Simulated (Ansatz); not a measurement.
Take a crystal in which Sc has been replaced by Tl on all its sites, with the cell rescaled by a rough guess (in some cases also distorted within its space group) and nothing relaxed:

```xyz
1
Lattice="0.0000 2.0972 2.0972 2.0972 0.0000 2.0972 2.0972 2.0972 0.0000" Properties=species:S:1:pos:R:3 pbc="T T T"
Tl    0.0000    0.0000    0.0000
```

All numbers below come from Ansatz 0.2.0, DFT PBE, scalar-relativistic, plane waves, PAW.

Cutoff 420 eV; k points 18×18×18 on the computed 1-atom cell (Γ-centred); Gaussian smearing, width 0.10 eV; no spin polarisation.

Problem. What pressure does the cell carry?

Solution. The pressure is 59.5 GPa (positive in compression), so the cell would expand.

Problem. Is it a metal on this mesh?

Solution. Yes, a band crosses the Fermi level.

Spin-orbit coupling is left out, which matters for the bands of heavy elements.

This fcc form isn't the element's structure at ambient conditions.